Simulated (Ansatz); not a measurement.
## Infrared modes and screening in NaI (wurtzite)

Perturbation theory with PBEsol in Ansatz 0.2.0 on the PBEsol cell, ground state and force constants on a 6×6×4 mesh. Spin-unpolarised throughout. Whether this structure exists isn't addressed.

Space group P6_3/mmc (No. 194), hexagonal; conventional cell a = 5.398 Å, c = 6.393 Å, 40.33 Å³ an atom. Na has 5 I at 3.12–3.20 Å; I has 5 Na at 3.12–3.20 Å. The cell started from the wurtzite prototype, but the relaxation took it to the higher symmetry P6_3/mmc (No. 194), so the name no longer describes it.

```cif
data_structure
_symmetry_space_group_name_H-M 'P6_3/mmc'
_symmetry_Int_Tables_number 194
_cell_length_a 5.3977
_cell_length_b 5.3977
_cell_length_c 6.3933
_cell_angle_alpha 90.000
_cell_angle_beta 90.000
_cell_angle_gamma 120.000
_cell_volume 161.31
loop_
_atom_site_label
_atom_site_type_symbol
_atom_site_symmetry_multiplicity
_atom_site_Wyckoff_symbol
_atom_site_fract_x
_atom_site_fract_y
_atom_site_fract_z
_atom_site_occupancy
Na1 Na 2 d 0.33333 0.66667 0.75000 1
I1 I 2 c 0.33333 0.66667 0.25000 1
```

Optical modes without the longitudinal term:

| ω (cm⁻¹) | degeneracy | IR intensity, summed over the level ((D/Å)²/amu) |
| --- | --- | --- |
| 37 | 2 | 0.00 |
| 55 | 1 | 0.00 |
| 116 | 1 | 3.54 |
| 127 | 1 | 0.00 |
| 133 | 2 | 5.00 |
| 133 | 2 | 0.00 |

All optical modes at Γ are real, from 37 to 133 cm⁻¹ without the longitudinal term; this says nothing of other wave vectors. With the long-range field the highest mode reaches 172 cm⁻¹. Of the real levels 2 are infrared active, the strongest at 133 cm⁻¹.

The clamped-ion dielectric constant comes out as 2.77 along x and y, 3.02 along z. With the ions relaxed, ε⁰ is 4.6 along x and y, 6.5 along z. Born charges, averaged over directions: Na +1.09, I -1.09 e.

For comparison, on the r2SCAN cell the mean ε∞ is 2.81 with PBE (ground state on 6×6×4; least gap 3.56 eV).

Spin-orbit coupling is left out, which matters wherever the heavy atoms make up the band edges.
